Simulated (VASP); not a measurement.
A run of VASP 6.6.1 is set up as follows.

Contents of INCAR:

```
SYSTEM = Sn
ALGO = Normal ; EDIFF = 1E-7
EDIFFG = -0.005 ; ENCUT = 600
IBRION = 2 ; ISIF = 3
ISMEAR = 0 ; LASPH = .True.
LCHARG = .False. ; LMIXTAU = .True.
LREAL = .False. ; LWAVE = .False.
METAGGA = R2SCAN ; NELM = 60
NSW = 90 ; PREC = Accurate
SIGMA = 0.1
```

File KPOINTS:

```
k-points
0
Gamma
  16 16 16
  0 0 0
```

The input POSCAR:

```
Sn
1.0
   -1.7265390000      1.7755470000      2.3383420000
    1.7265390000     -1.7755470000      2.3383420000
    1.7265390000      1.7755470000     -2.3383420000
Sn
1
Direct
    0.0000000000      0.0000000000      0.0000000000
```

Potentials or basis: VASP PAW PBE potentials, release 64 (Sn_d).

Command:

```console
$ cat potpaw_PBE.64/Sn_d/POTCAR > POTCAR
$ mpirun -np 1 vasp_std > vasp.out
```

(1) Predict the relaxed cell.

(2) What does it give for the band gap on the k mesh?

(3) Predict the space group after relaxing (to 0.05 Å).

(4) Predict the relaxed volume.

Results:

(1) a = 3.317 Å, b = 3.317 Å, c = 3.317 Å, α = 115.68°, β = 115.66°, γ = 97.68°.

(2) none (metal or under the smearing width).

(3) I4/mmm (No. 139).

(4) 27.24 Å³/atom.

Caveat: the PAW data sets were made with another functional, which shifts forces and pressure a little.
